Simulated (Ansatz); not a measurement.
# Σ9 (221) boundary in fcc Ir with B (interstitial): structure and resistance, part 2 of 2

Wanted: what the Σ9 (221) boundary in fcc Ir with B (interstitial) costs an interconnect.

Ansatz 0.2.0; Ansatz plane-wave DFT, PBE, PAW files; relaxation of a bicrystal slab with its lowest layers held; PAW set soft_1 (the session's first sound run).

So far. Step 2 (Relaxing the bicrystal): The largest force component on a free atom ends at 0.021 eV/Å, under the tolerance of 0.03, after 9 steps.

## (3) Transmission across the boundary

Bulk layers of each grain are laid under and over the relaxed boundary, and a lead is named in the middle of each, away from the free faces. The mesh across the current, 24×8, is finer than the density's, because channels open and close sharply across the zone. Energies from -0.1 to 0.1 eV in steps of 0.05 eV are too few for the program's thermal sum, so it prints no conductance; for a metal the transmission near the Fermi level serves, at a fraction of the cost.

This step: Ansatz plane-wave DFT, PBE, PAW files; ballistic transport by layer matching (Landauer), zero bias; boundary relaxed in a short slab, bulk layers laid on; PAW set soft_1 (Ansatz 0.2.0).

System of this step: Σ9 (221) boundary in fcc Ir with B (interstitial). The cell holds 68 atoms: 67 Ir and 1 B. Its edges and angles: a = 2.715 Å, b = 8.145 Å, c = 50.930 Å, α = 90.0°, β = 90.0°, γ = 90.0°. It derives from Ir. Regions: lower grain, 27 atoms (27 Ir); boundary, 19 atoms (18 Ir and 1 B); upper grain, 22 atoms (22 Ir). Vacuum lies along c.

The input, input.yaml:

```yaml
crystal:
  lattice:
    - [2.7148657757, 0.0, 0.0]
    - [0.0, 8.1445973271, 0.0]
    - [0.0, 0.0, 50.9297010029]
  atoms:
    - { symbol: Ir, position: [-17.9999999993, -9.9999999999, 0.0785396325] }
    - { symbol: Ir, position: [-17.4999999993, -9.7222222222, 0.0911040102] }
    - { symbol: Ir, position: [-16.9999999993, -9.4444444444, 0.1036683879] }
    - { symbol: Ir, position: [-16.4999999994, -9.1666666666, 0.1162327656] }
    - { symbol: Ir, position: [-15.9999999994, -8.8888888888, 0.1287971433] }
    - { symbol: Ir, position: [-15.4999999994, -8.6111111111, 0.141361521] }
    - { symbol: Ir, position: [-14.9999999994, -8.3333333333, 0.1539258988] }
    - { symbol: Ir, position: [-14.4999999994, -8.0555555555, 0.1664902765] }
    - { symbol: Ir, position: [-13.9999999995, -7.7777777777, 0.1790546542] }
    - { symbol: Ir, position: [-13.4999999995, -7.5, 0.1916190319] }
    - { symbol: Ir, position: [-12.9999999995, -7.2222222222, 0.2041834096] }
    - { symbol: Ir, position: [-12.4999999995, -6.9444444444, 0.2167477873] }
    - { symbol: Ir, position: [-11.9999999995, -6.6666666666, 0.229312165] }
    - { symbol: Ir, position: [-11.4999999995, -6.3888888889, 0.2418765427] }
    - { symbol: Ir, position: [-10.9999999996, -6.1111111111, 0.2544409204] }
    - { symbol: Ir, position: [-10.4999999996, -5.8333333333, 0.2670052981] }
    - { symbol: Ir, position: [-9.9999999996, -5.5555555555, 0.2795696758] }
    - { symbol: Ir, position: [-9.4999999996, -5.2777777778, 0.2921340535] }
    - { symbol: Ir, position: [-8.9999999996, -5.0, 0.3046984313] }
    - { symbol: Ir, position: [-8.4999999997, -4.7222222222, 0.317262809] }
    - { symbol: Ir, position: [-7.9999999997, -4.4444444444, 0.3298271867] }
    - { symbol: Ir, position: [-7.4999999997, -4.1666666667, 0.3423915644] }
    - { symbol: Ir, position: [-6.9999999997, -3.8888888889, 0.3549559421] }
    - { symbol: Ir, position: [-6.4999999997, -3.6111111111, 0.3675203198] }
    - { symbol: Ir, position: [-5.9999999997, -3.3333333333, 0.3800846975] }
    - { symbol: Ir, position: [-5.4999999998, -3.0555555556, 0.3926490752] }
    - { symbol: Ir, position: [-4.9999999998, -2.7777777778, 0.4052134529] }
    - { symbol: Ir, position: [0.5000000002, 0.5, 0.4177778306] }
    - { symbol: Ir, position: [0.0001624346, 0.781059122, 0.4301992175] }
    - { symbol: Ir, position: [0.500227546, 0.0573228916, 0.4429441187] }
    - { symbol: Ir, position: [0.0001989829, 0.3346525367, 0.4554229619] }
    - { symbol: Ir, position: [0.5003474269, 0.614094808, 0.4672669687] }
    - { symbol: Ir, position: [0.0004959708, 0.8857649761, 0.4820491412] }
    - { symbol: Ir, position: [0.5004618379, 0.1646569466, 0.4931650718] }
    - { symbol: Ir, position: [0.0006876597, 0.4431111877, 0.5054740005] }
    - { symbol: Ir, position: [0.5007082587, 0.7168165399, 0.5201742797] }
    - { symbol: Ir, position: [0.0007217792, 0.0043045327, 0.5323221507] }
    - { symbol: B, position: [0.0012555675, 0.2728191653, 0.535855935] }
    - { symbol: Ir, position: [0.0009204678, 0.520023283, 0.5557703246] }
    - { symbol: Ir, position: [0.5011841096, 0.217495822, 0.5674872954] }
    - { symbol: Ir, position: [0.0013354267, 0.9393658122, 0.5821898546] }
    - { symbol: Ir, position: [0.5012179652, 0.6672173781, 0.5940042293] }
    - { symbol: Ir, position: [0.0016559892, 0.3839924836, 0.6063608203] }
    - { symbol: Ir, position: [0.5015167624, 0.1037660347, 0.6200344784] }
    - { symbol: Ir, position: [0.0015123082, 0.828991162, 0.6326180002] }
    - { symbol: Ir, position: [0.501582172, 0.5514882678, 0.6450440579] }
    - { symbol: Ir, position: [-4.998417828, -2.72628951, 0.6576084356] }
    - { symbol: Ir, position: [-5.498417828, -3.0040672878, 0.6701728133] }
    - { symbol: Ir, position: [-5.9984178279, -3.2818450655, 0.682737191] }
    - { symbol: Ir, position: [-6.4984178279, -3.5596228433, 0.6953015687] }
    - { symbol: Ir, position: [-6.9984178279, -3.8374006211, 0.7078659465] }
    - { symbol: Ir, position: [-7.4984178279, -4.1151783989, 0.7204303242] }
    - { symbol: Ir, position: [-7.9984178279, -4.3929561766, 0.7329947019] }
    - { symbol: Ir, position: [-8.4984178279, -4.6707339544, 0.7455590796] }
    - { symbol: Ir, position: [-8.9984178278, -4.9485117322, 0.7581234573] }
    - { symbol: Ir, position: [-9.4984178278, -5.22628951, 0.770687835] }
    - { symbol: Ir, position: [-9.9984178278, -5.5040672877, 0.7832522127] }
    - { symbol: Ir, position: [-10.4984178278, -5.7818450655, 0.7958165904] }
    - { symbol: Ir, position: [-10.9984178278, -6.0596228433, 0.8083809681] }
    - { symbol: Ir, position: [-11.4984178277, -6.3374006211, 0.8209453458] }
    - { symbol: Ir, position: [-11.9984178277, -6.6151783988, 0.8335097235] }
    - { symbol: Ir, position: [-12.4984178277, -6.8929561766, 0.8460741012] }
    - { symbol: Ir, position: [-12.9984178277, -7.1707339544, 0.858638479] }
    - { symbol: Ir, position: [-13.4984178277, -7.4485117322, 0.8712028567] }
    - { symbol: Ir, position: [-13.9984178276, -7.7262895099, 0.8837672344] }
    - { symbol: Ir, position: [-14.4984178276, -8.0040672877, 0.8963316121] }
    - { symbol: Ir, position: [-14.9984178276, -8.2818450655, 0.9088959898] }
    - { symbol: Ir, position: [-15.4984178276, -8.5596228433, 0.9214603675] }
kpoints:
  mp_grid: { grid: [9, 3, 1] }
hamiltonian:
  xc: pbe
  pseudopotentials: { kind: paw, azcp: { folder: soft_1 } }
scf:
  occupations: { method: fermi_dirac, width: 0.1 }
output:
  transmission:
    leads: [[14, 15], [55, 56]]
    kmesh: [24, 8]
    e_range: [-0.1, 0.1]
    de: 0.05
  write_potential: true
  write_density: true
  volumetric_format: npy
  elf: true
```

On the command line:

```console
$ ansatz run input.yaml --threads 4 --pin off --max-ram 15360MiB --backend cpu --events-out ev --progress --plain --runs-dir out
```

Numbers of over 12 decimals in the logs are rounded to 6 here.

The program printed:

```text
[...]
Crystal: 68 atoms, lattice volume = 1126.132 Å³
Basis set: ecut = 420 eV, 22241 PW (Γ)
Bands: 686, of which v1, the nominal top of the filled ones, is band 571 counted from 1 (570 counted from 0)
Symmetry: 1 space group operations
[...]
k-points: 14 of 27 (time reversal used)
[...]
SCF iter   1: F=—  HF=-799922.469971 eV  |F-HF|=—  |Δ(HF+E_count)|=         —  Δρ=4.60e-2  dr2=4.51e1  ethr=3.10e-3  ⟨swp⟩=6.4  Hψ=32865  notcnv=0  defer=252
[...]
SCF iter  12: F=-799915.884094 eV  HF=-799915.884094 eV  |F-HF|=1.23e-8  |Δ(HF+E_count)|=   1.15e-7  Δρ=1.55e-6  dr2=4.28e-8  ethr=8.76e-12  ⟨swp⟩=12.4  Hψ=32253  notcnv=0
SCF 1 converged in 12 iterations: F = -799915.884094 eV  dr2 = 4.28e-8
[...]
transmission: 688 of 6860 steps passed
transmission: 1372 of 6860 steps passed
[...]
transmission: 6860 of 6860 steps passed
WARN: The output density's exchange-correlation potential varies sharply where the density is thin. Do not read a vacuum level from v_tot or v_xc, or from such a field of the output density. On a cell that repeats whose density bears no net charge and no dipole along the vacuum's axis use v_es (v_loc + v_h of the components); under efield.dipole_correction with no amplitude use v_es + v_field, which holds any externa [...]
SCF converged after 12 iterations
Free energy (F): -799915.884094 eV
[...]
Internal energy: -799913.717219 eV  (E = F + TS)
E sigma→0 (E₀):  -799914.800656 eV
Entropy (-TS):   -2.166875 eV (-31.866 meV/atom)
Fermi energy:    20.924293 eV
[...]
--- Band table (eV; the first three rows and the last of 14) ---
  k-point 0: bands = [... 567 lower, 20.5061, 20.5563, 20.5735, 20.6377, 20.6902, 20.7072, 20.7109, 20.7182, ... 111 higher]
  k-point 1: bands = [... 567 lower, 20.3302, 20.3783, 20.4227, 20.4271, 20.4679, 20.4845, 20.5078, 20.5594, ... 111 higher]
  k-point 2: bands = [... 567 lower, 20.3675, 20.4079, 20.4649, 20.5037, 20.5300, 20.5780, 20.6301, 20.6617, ... 111 higher]
  k-point 13: bands = [... 567 lower, 21.6895, 21.7045, 21.7127, 21.7210, 21.7376, 21.7404, 21.7520, 21.7714, ... 111 higher]
--- Transmission ---
  basis      : 199 plane waves across, 70 finite elements along
  points     : 98, standing for a mesh of 24 x 8
  energies   : 5 from -0.100000 to 0.100000 eV about the Fermi level, 0.050000 eV apart; the leads are filled to 0.000000 eV, and channels, transmission and decay are at 0.000000 eV
  crystal 0  : Ir4, at the sites [14, 15], period 2.5596 Å, over 17.92 Å; its Hamiltonian steps by up to 20.5 meV
    offset         : up to 0.0000 Å between an atom of the period and one for which it stands
    channels       : 5.562500e0 a spin
    conductance    : none, the energies end too early or step too widely for 300 K: set another output.transmission.e_range or a lower de, or, where they end at an eighth of basis.ecutwfc, a higher one
[...]
channels       : 5.562500e0 a spin
[...]
junction   : crystal 0 to crystal 1, 12.64 to 37.65 Å
    transmission   : 2.268918e0 a spin
[...]
```

The job ended after 45 min (4 threads of Arm Neoverse V1, shared host; peak memory 11 GiB; 2.9 h of CPU time).

Numbers from this step:

| Item | Value |
| --- | --- |
| free energy | -799915.8841 eV |
| energy at zero smearing | -799914.8007 eV |
| Fermi energy | 20.92 eV |
| cell area | 22.11 Å² |
| transmission per spin nearest the Fermi level | 2.269 |
| open channels per spin nearest the Fermi level | 5.562 |
| open channels per spin, upper lead | 5.562 |
| step of the lead's potential | 20.5 meV |
| step of the upper lead's potential | 20.2 meV |

Per spin. Transmission, zone mean against energy, zero at the Fermi level:

```tsv
energy (eV)	transmission, zone mean
-0.1000	2.25
-0.0500	2.27
0.0000	2.27
0.0500	2.33
0.1000	2.37
```

Per spin. The open channels, zone mean by energy, zero at the Fermi level:

```tsv
energy (eV)	lead	upper lead
-0.1000	5.49	5.49
-0.0500	5.58	5.58
0.0000	5.56	5.56
0.0500	5.70	5.70
0.1000	5.78	5.76
```

Transmission over k1 and k2. At 0.0000 eV from the Fermi level.

Ten even steps from '_' (0.49) to '@' (4.05):
```
++++--++==++****++==++******++==++****++==++--++
==--::==..====++**%%++%%%%%%++%%**++====..==::--
::::::--::--====**++**##@@##**++**====--::--::::
__::::__--**##..::==**@@@@@@**==::..##**--__::::
::::::--::--====**++**##@@##**++**====--::--::::
==--::==..====++**%%++%%%%%%++%%**++====..==::--
++++--++==++****++==++******++==++****++==++--++
..++++++**==**++==--@@******@@--==++**==**++++++
```
Columns: k1 (b1) from -0.5 to 0.458; rows upwards: k2 (b2) from -0.5 to 0.375.

Open channels over k1 and k2. At 0.0000 eV from the Fermi level.

Values, 8 rows by 16 columns, each cell a mean:
```
6.00 5.33 7.33 6.67 6.00 6.00 5.33 6.00 6.00 6.00 5.33 6.00 6.00 7.33 6.33 5.67
4.00 4.00 4.33 4.33 5.33 6.00 6.67 6.67 7.00 6.33 6.67 6.00 5.00 3.67 4.67 4.00
4.00 4.00 4.67 4.67 5.00 5.67 6.00 6.00 7.33 6.00 6.00 5.33 5.00 4.33 4.67 4.00
2.67 4.00 4.33 5.67 5.33 4.00 5.67 7.67 8.00 7.33 4.67 4.00 6.00 5.33 4.00 4.00
4.00 4.00 4.67 4.67 5.00 5.67 6.00 6.00 7.33 6.00 6.00 5.33 5.00 4.33 4.67 4.00
4.00 4.00 4.33 4.33 5.33 6.00 6.67 6.67 7.00 6.33 6.67 6.00 5.00 3.67 4.67 4.00
6.00 5.33 7.33 6.67 6.00 6.00 5.33 6.00 6.00 6.00 5.33 6.00 6.00 7.33 6.33 5.67
4.67 6.00 6.67 6.67 6.00 6.00 6.67 6.67 6.00 7.33 6.00 6.00 6.00 7.33 6.00 6.00
```
Columns: k1 (b1) from -0.5 to 0.458; rows upwards: k2 (b2) from -0.5 to 0.375.

Electrostatic potential energy in the cb plane at fractional x = 0.000, with atoms of Ir and B within 0.2 Å of it. With pseudopotentials it is smooth inside the atoms' cores, unlike the true potential.

Ten even steps from '0' (-56 eV) to '9' (23 eV), each cell a mean:
```
99999999999986335897300268720016999889999999
99999998899973002798644689720016997446899999
99999864579972001699988999852247984102699999
99999720148984113799999999987689972001599876
77899510027997657999999999999999984102698521
23689620138999999999999999999999997546897300
00379864479999999999999999999999999889997300
00379998899999999999999988899999999999998632
12589999999999999999999743479999999999999877
67899999999999998767998410158999999999999999
99999999999999996323798300048998889999999999
99999999998889983001588521269974347999999999
99999999974358983001589865689851015899999999
99999999841015886323788889999840004898756899
99876799830005898777865689999962126896211589
98521379851026999999854479999986568985100379
97300158986568999999854589999999999996100489
98300159999899999999987899999999999998534799
98632479999999999999988999999999999999888999
99877899999999999999755789999999999999999999
99999999999999999998411379987789999999999999
99999999999999888997200169852248999999999999
```
Columns run along c (16.0 Å, from fractional 0.38 to 0.69 of the cell; values clipped at the 3rd and 97th percentile), rows up along b (8.1 Å). Atoms in or near the plane, at fractional coordinates: Ir at (0.38, 0.67), Ir at (0.41, 0.22), Ir at (0.43, 0.78), Ir at (0.46, 0.33), Ir at (0.48, 0.89), Ir at (0.51, 0.44), Ir at (0.53, 0.00), B at (0.54, 0.27), Ir at (0.56, 0.52), Ir at (0.58, 0.94), Ir at (0.61, 0.38), Ir at (0.63, 0.83), Ir at (0.66, 0.27), Ir at (0.68, 0.72).

Valence density in the cb plane at fractional x = 0.000, with atoms of Ir and B within 0.2 Å of it. It is the smooth field of the valence electrons, not physical close to the nuclei.

Values in e/Å³, 12 rows by 16 columns, each cell a mean:
```
0.4 0.3 0.3 0.4 1.0 5.3 1.0 3.2 3.8 1.2 8.1 2.1 0.7 1.1 0.4 0.3
0.3 0.4 2.8 1.6 1.5 7.8 1.3 0.5 0.4 0.5 3.8 1.0 3.4 5.9 0.5 0.5
1.4 0.5 6.8 4.0 0.5 1.8 0.5 0.3 0.2 0.1 0.4 0.4 2.9 5.0 0.7 4.7
6.9 0.7 2.6 1.6 0.3 0.3 0.2 0.4 0.2 0.2 0.3 0.4 0.5 0.7 0.7 7.2
5.3 0.5 0.4 0.3 0.4 0.3 0.3 0.3 1.0 2.3 0.4 0.3 0.2 0.3 0.4 1.7
0.6 0.3 0.4 0.2 0.3 0.4 2.9 1.0 3.3 7.3 0.6 0.5 0.4 0.4 0.3 0.3
0.2 0.3 0.4 0.8 1.2 0.8 7.8 2.7 1.7 3.7 0.5 4.2 2.3 0.3 0.3 0.3
0.3 0.6 0.4 3.9 5.9 0.6 3.3 1.4 0.6 0.4 0.5 6.5 3.7 0.7 2.9 0.5
0.8 5.4 1.3 2.9 4.4 0.4 0.4 0.6 0.6 0.4 0.3 1.6 0.9 1.9 8.2 1.2
1.1 7.6 1.7 0.5 0.6 0.3 0.3 0.4 0.6 0.4 0.3 0.2 0.3 0.9 3.8 0.7
0.5 1.6 0.5 0.4 0.2 0.3 0.3 1.1 1.3 0.3 0.3 0.3 0.4 0.3 0.4 0.4
0.4 0.3 0.2 0.4 0.3 0.5 0.4 4.6 5.4 0.6 2.7 0.8 0.3 0.2 0.3 0.4
```
Columns run along c (16.0 Å, from fractional 0.38 to 0.69 of the cell), rows up along b (8.1 Å). Atoms in or near the plane, at fractional coordinates: Ir at (0.38, 0.67), Ir at (0.41, 0.22), Ir at (0.43, 0.78), Ir at (0.46, 0.33), Ir at (0.48, 0.89), Ir at (0.51, 0.44), Ir at (0.53, 0.00), B at (0.54, 0.27), Ir at (0.56, 0.52), Ir at (0.58, 0.94), Ir at (0.61, 0.38), Ir at (0.63, 0.83), Ir at (0.66, 0.27), Ir at (0.68, 0.72).

ELF in the cb plane at fractional x = 0.000, with atoms of Ir and B within 0.2 Å of it. It is the smooth field of the valence electrons, not physical close to the nuclei.

Ten even steps from '0' (0.02) to '9' (0.73), each cell a mean:
```
34443223344335775444677755477674333333334443
34443333333336777444467545476674334575334432
23443356543347667434333334367764446777434333
33343477764446776334333222245433447667533345
54333576674333564344443211123334336777544577
76544577763333333334443211123444434664344776
67644346743444322234444322223444433333333676
67633333333444321234444334334444322234433577
77533443222344432233333467633444321234443344
55334443212344432454333677753343322334433233
33233443222344324776444676763333443344432123
32223444333433336767544577754445764344432223
32223444346754436767545456434467675333333334
33233333367775445776578754333367576343455434
43455434467575343445895675333357775444777533
33577644457774343335850275334335643335756644
33676753335653344334751475444333333334777644
44676753333333344333588864444222334434676444
44467643444322344433466543343222344433343333
33344433444322234433466433333322344432233443
34433223444322334433677643334443344322223443
34433212344333443334766754457764344332234443
```
Columns run along c (16.0 Å, from fractional 0.38 to 0.69 of the cell), rows up along b (8.1 Å). Atoms in or near the plane, at fractional coordinates: Ir at (0.38, 0.67), Ir at (0.41, 0.22), Ir at (0.43, 0.78), Ir at (0.46, 0.33), Ir at (0.48, 0.89), Ir at (0.51, 0.44), Ir at (0.53, 0.00), B at (0.54, 0.27), Ir at (0.56, 0.52), Ir at (0.58, 0.94), Ir at (0.61, 0.38), Ir at (0.63, 0.83), Ir at (0.66, 0.27), Ir at (0.68, 0.72).

Over the solved energies the transmission per spin lies between 2.25 and 2.37, out of 5.62 channels of the lead on average (up to 5.78).

## (4) Specific resistance

This step: Ansatz plane-wave DFT, PBE, PAW files; ballistic transport by layer matching (Landauer), zero bias; specific resistance of the boundary; PAW set soft_1 (Ansatz 0.2.0).

This step gave:

```
area resistance                      : 0.7344 fΩ m²
T over the leads' mean channel count : 0.4087
```

Averaged over the energies near the Fermi level, 40.9 % of the channels pass, which makes 0.734 fΩ m².

By hand, with T and the leads' channels N averaged over the energies near the Fermi level: RA = A (h/2e²)(1/T − ½[1/N₁ + 1/N₂]) = 22.11×10⁻²⁰ m² × 12 906 Ω × (1/2.298 − ½[1/5.623 + 1/5.620]) = 0.734 fΩ m².

## (5) What came out

```
specific resistance of the boundary : 0.734 fΩ m²
share of channels that pass         : 0.409
```

What this shows: The boundary has a specific resistance of 0.73 fΩ m². The boundary reflects 59 % of the channels; 0.73 fΩ m² is 7.3×10⁻¹² Ω·cm². One B in 22.1 Å² of boundary is a high coverage. In the relaxation the upper grain slid sideways by about 0.4 Å, so the result belongs to the position that it found, not to the starting one. One starting structure was relaxed; another shift or atom count at the boundary may lie lower. Spin-orbit coupling is left out, which matters for Ir.

[Logs are printed without paths, hosts, clocks, repeated set-up lines and the standing remarks that a program may print on its own settings, such as how far it seeks lower states.]

[Hosts, paths, dates, database ids (printed as entryN), source tags and the programs' standing remarks are cut or masked in the printed files.]
